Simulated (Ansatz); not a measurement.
The system is PbSe2.

```
Pb Se
1.0
    -3.23863    3.23863    3.90220
     3.23863   -3.23863    3.90220
     3.23863    3.23863   -3.90220
Pb Se
2 4
Direct
  0.75000 0.75000 0.00000
  0.25000 0.25000 0.00000
  0.12982 0.37018 0.50000
  0.87018 0.62982 0.50000
  0.37018 0.87018 0.24037
  0.62982 0.12982 0.75963
```

The cell comes from a database or a generator and needn't be the stable form of this composition.

Base run:

- Program: Ansatz 0.2.0
- Functional: LDA
- Potentials or basis: Ansatz PAW
- Cutoff: 420 eV
- Density cutoff: 1680 eV
- k mesh: 6 × 6 × 6
- Occupations: fermi-dirac, width 0.05 eV
- Spin: no spin polarisation

Its results: band gap on the k mesh none (metal or under the smearing width); pressure -3.4 GPa; largest force 0.131 eV/Å.

Task: The run is repeated on the same cell with these changes: functional from LDA to PBEsol. What comes out?

Result: Band gap on the k mesh none (metal or under the smearing width); pressure -1.9 GPa; largest force 0.176 eV/Å.

PBEsol binds less tightly than LDA, so the same cell stands under more pressure.

Caveats: the PAW data sets come from PBE, with cores solved anew for the run's functional, which leaves a small shift of forces and pressure; the density of states is complete only up to the lowest level of the last band computed (some runs).

Not every run made on this cell is shown here.
